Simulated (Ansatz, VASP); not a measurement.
**KBr: VASP beside Ansatz**

```
K Br
1.0
     0.00000    3.55590    3.55590
     3.55590    0.00000    3.55590
     3.55590    3.55590    0.00000
K Br
1 1
Direct
  0.00000 0.00000 0.00000
  0.50000 0.50000 0.50000
```

Change from the starting cell: strain +0.080 along x and y, +0.080 along z, atoms carried along.

Alike in both runs: task single point; functional r2SCAN; k mesh 6 × 6 × 6; occupations gaussian, width 0.05 eV; no spin polarisation.

|  | VASP | Ansatz |
| --- | --- | --- |
| version | VASP 6.6.1 | Ansatz 0.2.0 |
| potentials or method | VASP PAW PBE potentials, release 64 (K_sv, Br) | scalar-relativistic, plane waves, PAW |
| plane-wave cutoff (eV) | 520 | 500 |
| valence electrons in the cell | 16 | 16 |

|  | VASP | Ansatz | Ansatz less VASP |
| --- | --- | --- | --- |
| gap on the k mesh at the Fermi level (eV) | 4.53 | 4.53 | -0.002 |
| least direct gap on the mesh (eV) | 4.53 | 4.53 | -0.002 |
| pressure (GPa) | -2.1 | -2.0 | +0.02 |

Caveats: the PAW data sets were made with another functional, which shifts forces and pressure a little (VASP).
